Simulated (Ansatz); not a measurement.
The system is CoO.

```
Co O
1.0
    -1.50800    1.50800    2.10725
     1.50800   -1.50800    2.10725
     1.50800    1.50800   -2.10725
Co O
1 1
Direct
  0.00000 0.00000 0.00000
  0.50000 0.50000 0.00000
```

| Property | Result |
| --- | --- |
| Program | Ansatz 0.2.0 |
| Task | relaxation of cell and atoms |
| Functional | PBE |
| Potentials or basis | Ansatz PAW |
| Cutoff | 420 eV (not typed: the program's choice for these potentials) |
| k mesh | 12 × 12 × 12 |
| Occupations | fermi-dirac, width 0.05 eV |
| Spin | collinear spin, ferromagnetic start |
| Starting moments | [2.0, 0.0] μB |
| Hubbard terms | Co d U = 1 eV |

At the start: volume 9.58 Å³/atom.

Question: Where does the relaxation end?

Answer: It ends after 23 steps and the volume is 9.92 Å³/atom (+3.5 %); space group Fm-3m (No. 225, to 0.05 Å); moment 2.99 μB per cell.

Step by step:
```csv
step,energy change (eV),largest force (eV/Å),volume (Å³)
1,0.0000,0.0000,19.17
2,-0.0065,0.0000,19.26
3,-0.0278,0.0000,19.28
4,-0.0288,0.0000,19.77
5,-0.0308,0.0000,19.57
6,-0.0307,0.0000,19.57
7,-0.0373,0.0000,19.57
8,-0.0380,0.0000,19.64
9,-0.0378,0.0000,19.68
10,-0.0384,0.0000,19.68
11,-0.0384,0.0000,19.69
12,-0.0384,0.0000,19.69
13,-0.1064,0.0000,19.69
14,-0.1161,0.0000,19.78
15,-0.1387,0.0000,19.66
16,-0.1413,0.0000,19.84
17,-0.1416,0.0000,19.81
18,-0.1416,0.0000,19.82
19,-0.1448,0.0000,19.82
20,-0.1450,0.0000,19.83
21,-0.1449,0.0000,19.84
22,-0.1450,0.0000,19.84
23,-0.1450,0.0000,19.84
```

Final structure:
```xyz
2
Lattice="-1.5250 1.5009 2.1405 1.5250 -1.5255 2.1580 1.5250 1.5255 -2.1580" Properties=species:S:1:pos:R:3 pbc="T T T"
Co    0.0000    0.0000    0.0000
O     0.0000   -0.0123    2.1493
```

Caveat: the magnetic or orbital state may not be the lowest; the plane-wave basis is chosen anew once the cell has moved, so the energies of steps on either side of that aren't comparable; the pressure holds a Pulay correction of +0.7 GPa for the finite cutoff; a cell with one magnetic atom can't hold antiferromagnetic order, which such compounds often take.
